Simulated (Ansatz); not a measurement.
Runs of Ansatz 0.2.0 on CdS (Greenockite). The structure is hexagonal, space group P6_3mc (No. 186). The conventional cell has a = 4.150 Å, b = 4.150 Å, c = 6.737 Å, α = 90.00°, β = 90.00°, γ = 120.00°. Cd (site symmetry 3m) has 4 S at 2.53 to 2.54 Å as nearest neighbours. Around S (site symmetry 3m) lie 4 Cd at 2.53 to 2.54 Å. 

```tsv
share of exact exchange	gap on the mesh (eV)	pressure (GPa)	largest force (eV/Å)
0.05	1.39	1.9	0.06
0.2	(a)	1.2	0.06
0.15	1.81	(b)	0.06
0.1	1.60	1.6	0.06
```

Alike in all rows: task single point; level HSE06 form with a typed share of exact exchange; potentials or basis Ansatz PAW; no spin polarisation; cell as given; k mesh 4 × 4 × 2; cutoff (eV) 420; smearing fermi-dirac 0.05 eV; the mesh is coarse, so values aren't converged.

Question: Estimate the missing entries.

Answer: (a) 2.03; (b) 1.4.

Caveats: all runs use coarse meshes; the PAW data sets come from PBE, with cores solved anew for the run's functional, which leaves a small shift of forces and pressure; the thresholds are loose for stress.

A k mesh can miss the band edges, and the runs leave out spin-orbit coupling on Cd.
